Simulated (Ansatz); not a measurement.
# ZnCu under changes of volume

One of the cells (12.771 Å³/atom); the others are scaled copies at fixed shape and fractional positions:

```xyz
2
Lattice="2.9450 0.0000 0.0000 0.0000 2.9450 0.0000 0.0000 0.0000 2.9450" Properties=species:S:1:pos:R:3 pbc="T T T"
Zn    1.4725    1.4725    1.4725
Cu    0.0000    0.0000    0.0000
```

* Program: Ansatz 0.2.0
* Functional: PBEsol
* Potentials or basis: all-electron LAPW, scalar-relativistic
* Cutoff: 318 eV (chosen from the basis error)
* Basis error allowed: 0.0005 eV/atom
* k mesh: 9 × 9 × 9
* Occupations: fermi-dirac, width 0.05 eV
* Spin: no spin polarisation

```csv
volume (Å³/atom),energy over the lowest point (meV/atom),pressure (GPa)
12.005,?,?
12.260,0.00,0.7
12.516,1.15,-2.0
12.771,6.40,-4.5
13.026,15.27,-6.6
13.282,27.34,-8.5
13.537,42.22,-10.1
```

Q: What does the run at 12.005 Å³/atom give?

A: Energy over the lowest point 3.50 meV/atom; pressure 3.8 GPa.

Worked out: A Birch-Murnaghan fit of order 3 (a polynomial in V^(-2/3)) to the other rows has its minimum at 12.32 Å³/atom with B0 = V·E''(V) = 136 GPa and B' = 5.0. It gives 3.48 meV/atom at 12.005 Å³/atom, against the run's 3.50, and -dE/dV = 3.8 GPa, against 3.8.

Energies are extrapolated to zero smearing.
